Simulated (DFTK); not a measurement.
Crystal: Sn.

```
CELL_PARAMETERS angstrom
0.00000 3.23334 3.23334
3.23334 0.00000 3.23334
3.23334 3.23334 0.00000
ATOMIC_POSITIONS crystal
Sn 0.75000 0.75000 0.75000
Sn 0.50000 0.50000 0.50000
```

This isn't the form of Sn at room conditions, which is tetragonal (white tin).

Base run:

```yaml
Program: DFTK 0.8.2
Functional: PBE
Potentials_or_basis: dojo.nc.sr.pbe.v0_4_1.standard.upf (PBE)
Cutoff: 980 eV
k_mesh: 7 × 7 × 7
Occupations: fermi-dirac, width 0.05 eV
Spin: no spin polarisation
```

Its results: band gap on the k mesh none (metal or under the smearing width); pressure 3.9 GPa.

Task: The run is repeated on the same cell with these changes: functional from PBE to LDA; potentials or basis from dojo.nc.sr.pbe.v0_4_1.standard.upf (PBE) to cp2k.nc.sr.lda.v0_1.largecore.gth (LDA, GTH); cutoff from 980 eV to 544 eV; valence electrons from 28 to 8. What comes out?

Result: Band gap on the k mesh none (metal or under the smearing width); pressure -1.2 GPa.

Caveats: GTH potentials come without recommended cutoffs, and this one wasn't checked for convergence (some runs).

Not every run made on this cell is shown here.
